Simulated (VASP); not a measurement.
Runs of VASP 6.6.1 on AlN. It takes space group Fm-3m (No. 225, cubic). Conventional cell: a = 3.990 Å, b = 3.990 Å, c = 3.990 Å, α = 90.00°, β = 90.00°, γ = 90.00°. Al (site symmetry m-3m) has 6 N at 2.00 Å as nearest neighbours. N (site symmetry m-3m) is surrounded by 6 Al at 2.00 Å. Measurements of this composition are mostly on another form, of space group No. 186.

```tsv
cell	gap on the mesh (eV)	pressure (GPa)
Fm-3m, 7.94 Å³/atom	(c)	11.6
Fm-3m, 7.61 Å³/atom	(a)	25.8
Fm-3m, 8.42 Å³/atom	(b)	-4.6
Fm-3m, 8.61 Å³/atom	4.17	-9.6
```

Alike in all rows: task single point; level PBEsol; potentials or basis VASP PAW PBE potentials, release 64 (Al, N); no spin polarisation; k mesh 10 × 10 × 10; cutoff (eV) 520; smearing gaussian 0.05 eV.

Question: Estimate the missing entries.

Answer: (a) 4.98; (b) 4.37; (c) 4.94.

Caveats: the PAW data sets were made with another functional, which shifts forces and pressure a little (some runs); so large a pressure means that the cell lies far from this level's equilibrium, or that cutoff or potentials fall short (some runs); the potentials were made for another functional, which shifts forces and pressure (some runs).

A k mesh can miss the band edges.
